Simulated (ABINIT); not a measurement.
Write the native input for ABINIT 10.8.3 (patched build) that does the following.

- Task: equation of state
- Functional: PBEsol
- Potentials or basis: JTH PAW PBE v2.0
- Cutoff: 599 eV
- k mesh: 8 × 8 × 8
- Occupations: fermi-dirac, width 0.05 eV
- Spin: no spin polarisation
- Fine-grid cutoff: 1197.3 eV

InSe:

```xyz
4
Lattice="2.0000 1.1547 8.4400 -2.0000 1.1547 8.4400 0.0000 -2.3094 8.4400" Properties=species:S:1:pos:R:3 pbc="T T T"
In    0.0000    0.0000   22.4994
In    0.0000    0.0000    0.0000
Se    0.0000    0.0000    4.3525
Se    0.0000    0.0000    9.7102
```

These files were run (other wordings do the same):

run.abi

```
ndtset 7
getwfk -1
scalecart1 3*0.9795861087
scalecart2 3*0.9864848297
scalecart3 3*0.9932883884
scalecart4 3*1.0000000000
scalecart5 3*1.0066227096
scalecart6 3*1.0131594038
scalecart7 3*1.0196128224

pp_dirpath "./"
pseudos "In.GGA_PBE-JTH.xml, Se.GGA_PBE-JTH.xml"

acell 3*1.0
rprim
     3.7794522493     2.1820677735    15.9492884918
    -3.7794522493     2.1820677735    15.9492884918
     0.0000000000    -4.3641355471    15.9492884918
ntypat 2
znucl 49 34
natom 4
typat 1 1 2 2
xred
     0.8886000000     0.8886000000     0.8886000000
     0.0000000000     0.0000000000     0.0000000000
     0.1719000000     0.1719000000     0.1719000000
     0.3835000000     0.3835000000     0.3835000000

ecut 22.0
pawecutdg 44.0
pawxcdev 0

kptopt 1
ngkpt 8 8 8
nshiftk 1
shiftk 0.0 0.0 0.0

ixc -116133

nband 23
occopt 3
tsmear 0.05 eV

nstep 100
tolvrs 1.0e-9

iomode 3
prtwf 1
prtden 0
prteig 0
prtebands 0
```

Potentials or basis: JTH PAW PBE v2.0.

Run with:

```sh
$ abinit run.abi > log 2>&1
```

Results of the run:

The equilibrium volume is 29.35 Å³/atom and the bulk modulus at fixed shape and positions is 50 GPa. The pressure derivative of the bulk modulus is 4.7.

Caveat: pressures at fixed basis lie under the slope of the energies; the cell was scaled at fixed shape and fractional positions, which overstates the stiffness of a crystal with free parameters, most of all of layers and chains; the PAW data sets were made with another functional, which shifts forces and pressure a little.

It took 73 min on 1 thread of Arm Neoverse V2, on a shared host, peak memory 0.71 GiB.
